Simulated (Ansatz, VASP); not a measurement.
# Al35RuN36 (Ru_Al) in two plane-wave programs

Wanted: the spread between two codes on one cell, functional and k mesh. Of the first pair: The structure shown is the start of the Ansatz relaxation below; VASP solves that cell, so the two are compared at the walk's first step.

Main program and level: Ansatz 0.2.0; plane waves, with VASP 6.6.1 beside it; r2SCAN.

**1. The starting structure**

The cell holds 72 atoms: 35 Al, 36 N and 1 Ru. Cell: a = 9.320 Å, b = 9.320 Å, c = 9.956 Å, α = 90.0°, β = 90.0°, γ = 120.0°. It derives from AlN (AlN (P6_3mc)). Nearest the centre at fractional (0.444, 0.556, 0.500): Ru72 at 0.05 Å, N56 at 1.85 Å, N55 at 1.88 Å, N52 at 1.88 Å, N40 at 1.90 Å, Al5 at 3.02 Å, Al17 at 3.02 Å, Al6 at 3.06 Å.

As a file:

```cif
data_structure
_symmetry_space_group_name_H-M 'P 1'
_symmetry_Int_Tables_number 1
_cell_length_a 9.3196
_cell_length_b 9.3196
_cell_length_c 9.9565
_cell_angle_alpha 90.000
_cell_angle_beta 90.000
_cell_angle_gamma 120.000
_cell_volume 748.91
loop_
_atom_site_label
_atom_site_type_symbol
_atom_site_fract_x
_atom_site_fract_y
_atom_site_fract_z
_atom_site_occupancy
Al1 Al 0.22436 0.11583 0.24636 1
Al2 Al 0.11453 0.22600 0.50332 1
Al3 Al 0.22612 0.11721 0.74921 1
Al4 Al 0.11493 0.22515 0.00344 1
Al5 Al 0.22661 0.44637 0.25314 1
Al6 Al 0.11526 0.55488 0.49691 1
Al7 Al 0.22103 0.44573 0.75420 1
Al8 Al 0.11458 0.55850 0.00361 1
Al9 Al 0.22069 0.77241 0.25187 1
Al10 Al 0.11598 0.88808 0.50024 1
Al11 Al 0.22442 0.77971 0.75423 1
Al12 Al 0.10721 0.88610 0.00343 1
Al13 Al 0.56031 0.11373 0.24639 1
Al14 Al 0.44550 0.22320 0.50453 1
Al15 Al 0.55618 0.11542 0.74629 1
Al16 Al 0.43885 0.22017 0.00164 1
Al17 Al 0.55162 0.44357 0.25334 1
Al18 Al 0.55860 0.44960 0.75236 1
Al19 Al 0.44658 0.56067 0.99680 1
Al20 Al 0.56161 0.78152 0.24877 1
Al21 Al 0.44155 0.88943 0.49557 1
Al22 Al 0.55471 0.78199 0.74717 1
Al23 Al 0.44129 0.88271 0.99992 1
Al24 Al 0.88505 0.10868 0.24569 1
Al25 Al 0.77536 0.22135 0.49499 1
Al26 Al 0.88475 0.11140 0.74659 1
Al27 Al 0.77850 0.22660 0.99632 1
Al28 Al 0.88876 0.44873 0.25254 1
Al29 Al 0.78360 0.55971 0.49835 1
Al30 Al 0.89488 0.44614 0.75004 1
Al31 Al 0.77781 0.55331 0.00416 1
Al32 Al 0.88764 0.78133 0.24662 1
Al33 Al 0.77384 0.88405 0.49681 1
Al34 Al 0.88350 0.77271 0.74850 1
Al35 Al 0.77342 0.88299 0.00040 1
N36 N 0.22587 0.10865 0.43976 1
N37 N 0.11584 0.22735 0.18844 1
N38 N 0.22037 0.11531 0.94044 1
N39 N 0.10977 0.22301 0.68569 1
N40 N 0.22163 0.43888 0.43957 1
N41 N 0.11531 0.55557 0.19353 1
N42 N 0.22160 0.44937 0.93945 1
N43 N 0.11185 0.55787 0.69504 1
N44 N 0.21617 0.77590 0.44025 1
N45 N 0.10588 0.88438 0.19242 1
N46 N 0.21720 0.77275 0.94217 1
N47 N 0.11235 0.89068 0.68560 1
N48 N 0.55780 0.11380 0.43595 1
N49 N 0.44055 0.22374 0.19258 1
N50 N 0.55488 0.10905 0.94512 1
N51 N 0.44229 0.22424 0.68668 1
N52 N 0.55955 0.44755 0.44409 1
N53 N 0.44575 0.55097 0.19021 1
N54 N 0.56016 0.44734 0.94371 1
N55 N 0.44160 0.55013 0.68798 1
N56 N 0.55610 0.77333 0.44274 1
N57 N 0.43922 0.88409 0.19216 1
N58 N 0.55499 0.77933 0.94509 1
N59 N 0.43841 0.88696 0.69093 1
N60 N 0.88409 0.10863 0.43722 1
N61 N 0.77731 0.22320 0.19528 1
N62 N 0.88476 0.11095 0.93710 1
N63 N 0.77456 0.21836 0.68666 1
N64 N 0.88604 0.43906 0.43791 1
N65 N 0.77454 0.55620 0.18668 1
N66 N 0.89502 0.44718 0.94105 1
N67 N 0.77319 0.55687 0.69026 1
N68 N 0.88437 0.77682 0.43719 1
N69 N 0.78333 0.89031 0.18856 1
N70 N 0.89059 0.78374 0.93975 1
N71 N 0.78268 0.89066 0.69340 1
Ru72 Ru 0.44355 0.55309 0.49500 1
```

**2. Ansatz: relaxation, r2SCAN**

Ansatz runs on its PAW soft_1 files.

The two programs are compared at the cell with which this relaxation starts, whose forces are those of its first step.

Contents of input.yaml:

```yaml
crystal:
  lattice:
    - [9.31956554, 9.0e-08, 0.0]
    - [-4.65978284, 8.07098046, 0.0]
    - [0.0, 0.0, 9.95647772]
  atoms:
    - { symbol: Al, position: [0.22222222, 0.11111111, 0.24960167] }
    - { symbol: Al, position: [0.11111111, 0.22222222, 0.49960167] }
    - { symbol: "N", position: [0.22222222, 0.11111111, 0.44039833] }
    - { symbol: "N", position: [0.11111111, 0.22222222, 0.19039833] }
    - { symbol: Al, position: [0.22222222, 0.11111111, 0.74960167] }
    - { symbol: Al, position: [0.11111111, 0.22222222, 0.99960167] }
    - { symbol: "N", position: [0.22222222, 0.11111111, 0.94039833] }
    - { symbol: "N", position: [0.11111111, 0.22222222, 0.69039833] }
    - { symbol: Al, position: [0.22222222, 0.44444444, 0.24960167] }
    - { symbol: Al, position: [0.11111111, 0.55555556, 0.49960167] }
    - { symbol: "N", position: [0.22222222, 0.44444444, 0.44039833] }
    - { symbol: "N", position: [0.11111111, 0.55555556, 0.19039833] }
    - { symbol: Al, position: [0.22222222, 0.44444444, 0.74960167] }
    - { symbol: Al, position: [0.11111111, 0.55555556, 0.99960167] }
    - { symbol: "N", position: [0.22222222, 0.44444444, 0.94039833] }
    - { symbol: "N", position: [0.11111111, 0.55555556, 0.69039833] }
    - { symbol: Al, position: [0.22222222, 0.77777778, 0.24960167] }
    - { symbol: Al, position: [0.11111111, 0.88888889, 0.49960167] }
    - { symbol: "N", position: [0.22222222, 0.77777778, 0.44039833] }
    - { symbol: "N", position: [0.11111111, 0.88888889, 0.19039833] }
    - { symbol: Al, position: [0.22222222, 0.77777778, 0.74960167] }
    - { symbol: Al, position: [0.11111111, 0.88888889, 0.99960167] }
    - { symbol: "N", position: [0.22222222, 0.77777778, 0.94039833] }
    - { symbol: "N", position: [0.11111111, 0.88888889, 0.69039833] }
    - { symbol: Al, position: [0.55555556, 0.11111111, 0.24960167] }
    - { symbol: Al, position: [0.44444444, 0.22222222, 0.49960167] }
    - { symbol: "N", position: [0.55555556, 0.11111111, 0.44039833] }
    - { symbol: "N", position: [0.44444444, 0.22222222, 0.19039833] }
    - { symbol: Al, position: [0.55555556, 0.11111111, 0.74960167] }
    - { symbol: Al, position: [0.44444444, 0.22222222, 0.99960167] }
    - { symbol: "N", position: [0.55555556, 0.11111111, 0.94039833] }
    - { symbol: "N", position: [0.44444444, 0.22222222, 0.69039833] }
    - { symbol: Al, position: [0.55555556, 0.44444444, 0.24960167] }
    - { symbol: Ru, position: [0.44444444, 0.55555556, 0.49960167], spin: 3.0 }
    - { symbol: "N", position: [0.55555556, 0.44444444, 0.44039833] }
    - { symbol: "N", position: [0.44444444, 0.55555556, 0.19039833] }
    - { symbol: Al, position: [0.55555556, 0.44444444, 0.74960167] }
    - { symbol: Al, position: [0.44444444, 0.55555556, 0.99960167] }
    - { symbol: "N", position: [0.55555556, 0.44444444, 0.94039833] }
    - { symbol: "N", position: [0.44444444, 0.55555556, 0.69039833] }
    - { symbol: Al, position: [0.55555556, 0.77777778, 0.24960167] }
    - { symbol: Al, position: [0.44444444, 0.88888889, 0.49960167] }
    - { symbol: "N", position: [0.55555556, 0.77777778, 0.44039833] }
    - { symbol: "N", position: [0.44444444, 0.88888889, 0.19039833] }
    - { symbol: Al, position: [0.55555556, 0.77777778, 0.74960167] }
    - { symbol: Al, position: [0.44444444, 0.88888889, 0.99960167] }
    - { symbol: "N", position: [0.55555556, 0.77777778, 0.94039833] }
    - { symbol: "N", position: [0.44444444, 0.88888889, 0.69039833] }
    - { symbol: Al, position: [0.88888889, 0.11111111, 0.24960167] }
    - { symbol: Al, position: [0.77777778, 0.22222222, 0.49960167] }
    - { symbol: "N", position: [0.88888889, 0.11111111, 0.44039833] }
    - { symbol: "N", position: [0.77777778, 0.22222222, 0.19039833] }
    - { symbol: Al, position: [0.88888889, 0.11111111, 0.74960167] }
    - { symbol: Al, position: [0.77777778, 0.22222222, 0.99960167] }
    - { symbol: "N", position: [0.88888889, 0.11111111, 0.94039833] }
    - { symbol: "N", position: [0.77777778, 0.22222222, 0.69039833] }
    - { symbol: Al, position: [0.88888889, 0.44444444, 0.24960167] }
    - { symbol: Al, position: [0.77777778, 0.55555556, 0.49960167] }
    - { symbol: "N", position: [0.88888889, 0.44444444, 0.44039833] }
    - { symbol: "N", position: [0.77777778, 0.55555556, 0.19039833] }
    - { symbol: Al, position: [0.88888889, 0.44444444, 0.74960167] }
    - { symbol: Al, position: [0.77777778, 0.55555556, 0.99960167] }
    - { symbol: "N", position: [0.88888889, 0.44444444, 0.94039833] }
    - { symbol: "N", position: [0.77777778, 0.55555556, 0.69039833] }
    - { symbol: Al, position: [0.88888889, 0.77777778, 0.24960167] }
    - { symbol: Al, position: [0.77777778, 0.88888889, 0.49960167] }
    - { symbol: "N", position: [0.88888889, 0.77777778, 0.44039833] }
    - { symbol: "N", position: [0.77777778, 0.88888889, 0.19039833] }
    - { symbol: Al, position: [0.88888889, 0.77777778, 0.74960167] }
    - { symbol: Al, position: [0.77777778, 0.88888889, 0.99960167] }
    - { symbol: "N", position: [0.88888889, 0.77777778, 0.94039833] }
    - { symbol: "N", position: [0.77777778, 0.88888889, 0.69039833] }
  host:
    repeats: [3, 3, 2]
    atoms:
      - { symbol: Al, position: [0.66666667, 0.33333333, 0.49920333] }
      - { symbol: Al, position: [0.33333333, 0.66666667, 0.99920333] }
      - { symbol: "N", position: [0.66666667, 0.33333333, 0.88079667] }
      - { symbol: "N", position: [0.33333333, 0.66666667, 0.38079667] }
basis:
  ecutwfc: 500
  xc_grid: 2
hamiltonian:
  xc: r2scan
  pseudopotentials: { kind: paw, azcp: { folder: soft_1 } }
kpoints:
  mp_grid: { grid: [1, 1, 1], shift: [0.25, 0.25, 0.25] }
magnetization:
  spin_polarized: true
  initial_magnetization: 3
  spin_locking: { lock_magnetization: hard }
scf:
  occupations: { method: fixed }
  max_iter: 80
output:
  forces: true
  charged_corrections:
    epsilon: [4.49, 4.49, 4.72]
    static_epsilon: [8.15, 8.15, 9.65]
    defect_position: [0.444444, 0.555556, 0.499602]
relax:
  f_tol: 0.02
  max_steps: 80
  random_displacement: { amplitude: 0.05, seed: 1507 }
checkpoint:
  write: "../q0_M3.relax.run"
  compress: false
  write_wavefunctions: true
  write_every: 100000
```

The run is started by

```bash
$ ansatz run input.yaml --threads 4 --pin off --max-ram 15073MiB --backend cpu --events-out ev --progress --plain --runs-dir out
```

Numbers of over 12 decimals in the logs are rounded to 6 here.

The program printed:

```text
Warning: This run holds its total moment fixed (magnetization.spin_locking.lock_magnetization: hard) and mixes its density by anderson or broyden (scf.mixing.algorithm, typed or taken by auto). Slabs with a fixed moment have converged under broyden above another state at the same moment, at the default mixing steps and at smaller ones, and under scf.lower_state_search: standard, light or off a state that such a mixer [...]
Engine: ansatz 0.2.0, aarch64-unknown-linux-gnu
Pseudopotentials: kind: paw
Pseudopotential: Al, paw, valence charge 3, recommended cutoff 500 eV (meta_gga), soft_1/Al.paw.azcp
Pseudopotential: N, paw, valence charge 5, recommended cutoff 500 eV (meta_gga), soft_1/N.paw.azcp
Pseudopotential: Ru, paw, valence charge 16, recommended cutoff 500 eV (meta_gga), soft_1/Ru.paw.azcp
Functional definition: r2SCAN
  parameter k0 = 0.174
  parameter k1 = 0.065
  parameter a1 = 4.9479
  exchange = r2scan_x(k0 = k0, k1 = k1, a1 = a1)
  correlation = r2scan_c
Crystal: 72 atoms, lattice volume = 748.907 Å³
Basis set: ecut = 500 eV, 18913 PW (Γ), exchange–correlation on 144×144×150 points (8 copies of the dense FFT grid, shifted against one another)
Bands: 224, of which v1, the nominal top of the filled ones, is band 151 counted from 1 (150 counted from 0)
Symmetry: 1 space group operations
k-points: 1
Non-local potential: Al, projectors of the file, l = 0: 2, l = 1: 2, l = 2: 1
Non-local potential: N, projectors of the file, l = 0: 2, l = 1: 2, l = 2: 1
Non-local potential: Ru, projectors of the file, l = 0: 3, l = 1: 2, l = 2: 2, l = 3: 1
PAW form: soft (Blöchl's): semilocal exchange-correlation on the pseudo side does not see the compensation charge
PAW frozen core: Al, regenerated for the run's functional (the file was generated under x = pbe(κ = 0.804, μ = 0.219515), c = pbe(β = 0.066725))
PAW frozen core: N, regenerated for the run's functional (the file was generated under x = pbe(κ = 0.804, μ = 0.219515), c = pbe(β = 0.066725))
PAW frozen core: Ru, regenerated for the run's functional (the file was generated under x = pbe(κ = 0.804, μ = 0.219515), c = pbe(β = 0.066725))
PAW one-centre angular grid: Al, 302 points (default); XC on 160 Gauss nodes
PAW one-centre angular grid: N, 302 points (default); XC on 160 Gauss nodes
PAW one-centre angular grid: Ru, 590 points (default); XC on 160 Gauss nodes
Initial density: superposition of atomic densities (chi_scale 0.1, normalization cell, long waves kept (reshape's long-wave potential 0.03 eV rms))
Starting moments: Σ|m| = 3 μB on 1 of 72 sites
Initial wavefunctions: pseudopotential atomic-orbital guess
Functional: x = r2scan, c = r2scan; τ floored in thin density (d = 2e-4 eV/Å³)
SCF iter   1: F=—  HF=-38802.621318 eV  |F-HF|=—  |Δ(HF+E_count)|=         —  Δρ=7.05e-2 (↑7.05e-2 ↓6.83e-2)  dr2=1.72e2  dr2_τ=5.00e0  dr2_m=1.05e0  M=3.000 μB ∫|m|=3.091 μB  β_m=1.20  ethr=3.10e-3  ⟨swp⟩=5.0  Hψ=1459  notcnv=0  defer=136
preconditioner: auto → Resta (q_TF=auto, 2.344 Å⁻¹)  ε∞=3.4  [insulator: Δε(μ)=0.020 eV  Ē_g=15.110 eV  n_scr=162 (ndim 8)  ℏωp=23.2 eV  f_vac=0.000  ε∞_Penn≈3.4]
spin=Collinear: Resta preconditioning applied to the charge; magnetization (m = ρ↑ − ρ↓) channel mixes plain (no charge-response kernel on spin).
SCF iter   2: F=—  HF=-38769.298374 eV  |F-HF|=—  |Δ(HF+E_count)|=    3.33e1  Δρ=3.53e-2 (↑3.53e-2 ↓3.49e-2)  dr2=4.47e1  dr2_τ=4.30e-1  dr2_m=1.57e-2  M=3.000 μB ∫|m|=3.117 μB  β_m=1.20  ethr=3.10e-3  ⟨swp⟩=3.0  Hψ=777  notcnv=0  defer=143  κ⁻¹=1.0e0(r=1)
SCF iter   3: F=—  HF=-38765.027553 eV  |F-HF|=—  |Δ(HF+E_count)|=    4.27e0  Δρ=1.83e-2 (↑1.79e-2 ↓1.83e-2)  dr2=6.44e0  dr2_τ=6.35e-2  dr2_m=2.04e-2  M=3.000 μB ∫|m|=3.125 μB  β_m=1.20  ethr=3.10e-3  ⟨swp⟩=2.0  Hψ=758  notcnv=0  defer=139  κ⁻¹=6.8e-2(r=2)
SCF iter   4: F=—  HF=-38765.663897 eV  |F-HF|=—  |Δ(HF+E_count)|=   6.36e-1  Δρ=1.18e-2 (↑1.18e-2 ↓1.18e-2)  dr2=2.11e0  dr2_τ=3.20e-2  dr2_m=4.70e-3  M=3.000 μB ∫|m|=3.115 μB  β_m=1.20  ethr=2.14e-3  ⟨swp⟩=2.0  Hψ=472  notcnv=0  defer=142  κ⁻¹=9.9e-3(r=3)
SCF iter   5: F=—  HF=-38765.872357 eV  |F-HF|=—  |Δ(HF+E_count)|=   2.08e-1  Δρ=4.50e-3 (↑4.34e-3 ↓4.50e-3)  dr2=2.95e-1  dr2_τ=6.04e-3  dr2_m=2.62e-3  M=3.000 μB ∫|m|=3.100 μB  β_m=1.20  ethr=7.02e-4  ⟨swp⟩=2.0  Hψ=318  notcnv=0  defer=141  κ⁻¹=1.9e-3(r=4)
[...]
k-point 0 ↓: bands = [... 147 lower, 6.9000, 8.9622, 9.7327, 10.6319, 10.8194, 11.0051, 13.1410, 13.2121, ... 69 higher]
--- Relaxed structure (15 steps of the walk, 14 accepted, 0 SCFs on fresh bases) ---
  F+E_penalty+E_count = -38769.42939059 eV   max|allowed force component| = 7.436e-3 eV/Å
  atoms:
    - { symbol: Al, position: [0.222477, 0.112320, 0.249510] }
    - { symbol: Al, position: [0.108716, 0.221302, 0.500815] }
    - { symbol: N, position: [0.223001, 0.113989, 0.440066] }
    - { symbol: N, position: [0.110188, 0.221487, 0.189431] }
    - { symbol: Al, position: [0.222113, 0.111629, 0.750079] }
    - { symbol: Al, position: [0.110020, 0.221516, 0.999396] }
    - { symbol: N, position: [0.221928, 0.111710, 0.940333] }
    - { symbol: N, position: [0.110014, 0.221518, 0.691210] }
    - { symbol: Al, position: [0.215947, 0.442784, 0.247288] }
    - { symbol: Al, position: [0.107725, 0.559998, 0.502155] }
    - { symbol: N, position: [0.196853, 0.437908, 0.436620] }
    - { symbol: N, position: [0.110495, 0.557360, 0.188607] }
    - { symbol: Al, position: [0.219970, 0.442813, 0.750559] }
    - { symbol: Al, position: [0.110541, 0.556726, 0.998937] }
    - { symbol: N, position: [0.222201, 0.445072, 0.941936] }
    - { symbol: N, position: [0.111020, 0.556216, 0.692155] }
    - { symbol: Al, position: [0.222381, 0.779028, 0.249644] }
    - { symbol: Al, position: [0.111998, 0.891895, 0.499370] }
    - { symbol: N, position: [0.221993, 0.780547, 0.440460] }
    - { symbol: N, position: [0.111558, 0.890070, 0.190429] }
    - { symbol: Al, position: [0.222202, 0.778812, 0.750164] }
    - { symbol: Al, position: [0.111136, 0.889651, 1.000090] }
    - { symbol: N, position: [0.221637, 0.778812, 0.940085] }
    - { symbol: N, position: [0.111440, 0.889734, 0.690055] }
    - { symbol: Al, position: [0.555157, 0.110598, 0.250615] }
    - { symbol: Al, position: [0.444466, 0.220273, 0.501303] }
    - { symbol: N, position: [0.554909, 0.111665, 0.440693] }
    - { symbol: N, position: [0.444440, 0.221454, 0.189427] }
    - { symbol: Al, position: [0.556003, 0.110697, 0.749848] }
    - { symbol: Al, position: [0.444125, 0.221436, 0.999411] }
    - { symbol: N, position: [0.555715, 0.111444, 0.940138] }
    - { symbol: N, position: [0.444648, 0.221317, 0.691502] }
    - { symbol: Al, position: [0.559546, 0.442669, 0.247183] }
    - { symbol: Ru, position: [0.436449, 0.538172, 0.487165] }
    - { symbol: N, position: [0.573282, 0.437095, 0.437411] }
    - { symbol: N, position: [0.443833, 0.554247, 0.198193] }
    - { symbol: Al, position: [0.556100, 0.442732, 0.750969] }
    - { symbol: Al, position: [0.444010, 0.555208, 1.002316] }
    - { symbol: N, position: [0.555262, 0.445039, 0.942129] }
    - { symbol: N, position: [0.443052, 0.551942, 0.693616] }
    - { symbol: Al, position: [0.557498, 0.782517, 0.249930] }
    - { symbol: Al, position: [0.444699, 0.890552, 0.500400] }
    - { symbol: N, position: [0.564571, 0.798145, 0.435562] }
    - { symbol: N, position: [0.443641, 0.889271, 0.188453] }
    - { symbol: Al, position: [0.555214, 0.777281, 0.747934] }
    - { symbol: Al, position: [0.443938, 0.888943, 0.998856] }
    - { symbol: N, position: [0.554206, 0.776205, 0.940483] }
    - { symbol: N, position: [0.444130, 0.888414, 0.691125] }
    - { symbol: Al, position: [0.888165, 0.110694, 0.250656] }
[...]
- { symbol: Al, position: [0.889243, 0.445535, 0.250640] }
    - { symbol: Al, position: [0.785458, 0.560178, 0.502331] }
    - { symbol: N, position: [0.889353, 0.446371, 0.440771] }
    - { symbol: N, position: [0.780055, 0.557266, 0.188819] }
    - { symbol: Al, position: [0.888511, 0.443897, 0.750558] }
    - { symbol: Al, position: [0.779027, 0.556721, 0.999055] }
    - { symbol: N, position: [0.888263, 0.444206, 0.940452] }
    - { symbol: N, position: [0.778768, 0.556200, 0.692240] }
    - { symbol: Al, position: [0.889234, 0.779030, 0.249658] }
    - { symbol: Al, position: [0.777828, 0.890642, 0.500072] }
    - { symbol: N, position: [0.890140, 0.780377, 0.440435] }
    - { symbol: N, position: [0.778663, 0.889295, 0.188596] }
    - { symbol: Al, position: [0.889322, 0.778866, 0.750147] }
    - { symbol: Al, position: [0.777645, 0.888994, 0.998942] }
    - { symbol: N, position: [0.889278, 0.778781, 0.940136] }
    - { symbol: N, position: [0.777635, 0.888611, 0.690866] }
```

(Continued in part 2 of 2.)

[Lines on the potential files, build, host, timing and source positions are cut from VASP's logs without a mark.]

[Logs are printed without paths, hosts, clocks, repeated set-up lines and the standing remarks that a program may print on its own settings, such as how far it seeks lower states.]

[Hosts, paths, dates, database ids (printed as entryN), source tags and the programs' standing remarks are cut or masked in the printed files.]
